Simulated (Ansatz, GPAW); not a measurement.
**Sb: programs and potentials compared**

```
Sb
1.0
     3.35453    0.00000    0.00000
    -1.67727    2.90511    0.00000
     0.00000    0.00000    5.47016
Sb
2
Direct
  0.66667 0.33333 0.75000
  0.33333 0.66667 0.25000
```

This isn't the form of Sb at room conditions, which is rhombohedral.

Alike in all runs: task band structure; functional PBEsol; k mesh 9 × 9 × 5; occupations fermi-dirac, width 0.05 eV; no spin polarisation; no spin-orbit coupling. Pressure is positive in compression and, in plane waves, holds the error of the finite cutoff, which Ansatz's Pulay term estimates and takes out.

| program and potentials | plane-wave cutoff (eV) | notes | pressure (GPa) |
| --- | --- | --- | --- |
| Ansatz, Ansatz PAW | 420 | potentials made for PBE, which Ansatz adapts in part; Pulay term of +0.04 GPa included | -1.59 |
| GPAW, PAW data sets generated for this functional | 600 | - | -1.93 |
| Ansatz, all-electron LAPW, scalar-relativistic | - | - | -1.58 |

The pressure spans -1.93 (GPAW, PAW data sets generated for this functional) to -1.58 GPa (Ansatz, all-electron LAPW, scalar-relativistic), with all-electron results at -1.58.

The functional is the same throughout but for its coding, so the spread measures potentials, basis and numerics; runs on potential files found faulty are left out.

All three runs put this hexagonal close-packed cell under tension, so with PBEsol it would lower its energy by contracting. That would fit a cell taken from a functional that binds more weakly, such as PBE, since PBEsol usually gives shorter lattice constants in solids. The sign therefore doesn't depend on the treatment of the core.

Ansatz PAW, at -1.59 GPa, nearly coincides with the all-electron value of -1.58 GPa, while GPAW gives a stronger tension of -1.93 GPa, perhaps through its treatment of the Sb 4d shell or a remaining basis error. Data sets generated for the functional thus don't by themselves ensure the closest pressure. Against the stiffness of solid antimony the spread is small and would shift the equilibrium volume only slightly.

The tension says nothing about whether close packing can compete with the rhombohedral form, in which a Peierls-type distortion of the p-bonded network gives each atom three short and three longer contacts.
